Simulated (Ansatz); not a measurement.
The system is CuO (Tenorite).

```xyz
4
Lattice="2.3418 -1.7113 0.0000 2.3418 1.7113 0.0000 -0.8500 0.0000 5.0579" Properties=species:S:1:pos:R:3 pbc="T T T"
Cu    0.7459   -0.8557    2.5289
Cu    1.1709    0.8557    0.0000
O     1.7043    0.2793    3.7934
O     2.1293   -0.2793    1.2645
```

```yaml
Program: Ansatz 0.2.0
Task: relaxation of cell and atoms
Functional: r2SCAN
Dispersion: D4
Potentials_or_basis: Ansatz PAW
Cutoff: "500 eV (not typed: the program's choice for these potentials)"
k_mesh: 10 × 10 × 5
Occupations: fermi-dirac, width 0.05 eV
Spin: no spin polarisation
```

At the start: volume 10.13 Å³/atom.

**Question.** How do energy, volume and symmetry change on relaxing?

**Answer.** It ends after 13 steps and the volume is 10.63 Å³/atom (+4.9 %); space group P4_2/mmc (No. 131, to 0.05 Å).

The path:
```csv
step,energy change (eV),largest force (eV/Å),volume (Å³)
1,0.0000,0.2844,40.54
2,-0.0130,0.2297,40.49
3,-0.0446,0.0549,40.97
4,-0.0554,0.0312,41.29
5,-0.0751,0.0085,42.12
6,-0.0789,0.0036,42.37
7,-0.0792,0.0009,42.34
8,-0.0792,0.0000,42.38
9,-0.0868,0.0003,42.38
10,-0.0885,0.0007,42.48
11,-0.0893,0.0046,42.54
12,-0.0894,0.0003,42.53
13,-0.0896,0.0003,42.53
```

Final structure:
```xyz
4
Lattice="2.0368 -2.0334 0.1597 2.0368 2.0334 0.1597 -0.3943 0.0000 5.1039" Properties=species:S:1:pos:R:3 pbc="T T T"
Cu    0.8212   -1.0167    2.6318
Cu    1.0184    1.0167    0.0799
O     1.7410   -0.0014    3.9877
O     1.9382    0.0014    1.4357
```

Caveat: the plane-wave basis is chosen anew once the cell has moved, so the energies of steps on either side of that aren't comparable; the run has no spin polarisation, though such a crystal can be magnetic; pairwise dispersion overbinds metals, which lowers pressure and volume; the PAW data sets come from PBE, with cores solved anew for the run's functional, which leaves a small shift of forces and pressure.
